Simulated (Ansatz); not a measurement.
Input of an Ansatz 0.2.0 run:

The input input.yaml:

```yaml
crystal:
  lattice:
    - [0.0, 1.78337, 1.78337]
    - [1.78337, 0.0, 1.78337]
    - [1.78337, 1.78337, 0.0]
  atoms:
    - { symbol: C, position: [0.75, 0.75, 0.75] }
    - { symbol: C, position: [0.5, 0.5, 0.5] }
hamiltonian:
  xc: blyp
  pseudopotentials: { kind: paw }
kpoints:
  mp_grid: { grid: [13, 13, 13] }
scf:
  occupations: { method: fermi_dirac, width: 0.05 }
output:
  forces: true
  stress: true
relax:
  f_tol: 0.01
  max_steps: 40
  cell: { stress_tol: 0.05 }
```

Potentials or basis: Ansatz PAW.

Command:

```console
$ ansatz run input.yaml --threads 2 --pin off --max-ram 5632MiB --backend cpu --events-out ev --progress --plain --runs-dir out
```

Predict the space group after relaxing (to 0.05 Å).

Fd-3m (No. 227).

What does it give for the relaxed cell?

a = 2.544 Å, b = 2.544 Å, c = 2.544 Å, α = 60.00°, β = 60.00°, γ = 60.00°.

Step by step:
```tsv
step	energy change (eV)	largest force (eV/Å)	volume (Å³)
1	0.0000	0.0000	11.34
2	-0.0068	0.0000	11.52
3	-0.0075	0.0000	11.63
4	-0.0075	0.0000	11.63
5	-0.0100	0.0000	11.63
6	-0.0099	0.0000	11.64
7	-0.0100	0.0000	11.64
```

Caveat: the plane-wave basis is chosen anew once the cell has moved, so the energies of steps on either side of that aren't comparable; the pressure holds a Pulay correction of +1.2 GPa for the finite cutoff; the PAW data sets come from PBE, with cores solved anew for the run's functional, which leaves a small shift of forces and pressure.

The cell as given is a measured one (5.67 Å³/atom); BLYP puts the equilibrium volume +2.6 % from it, thermal expansion not counted.
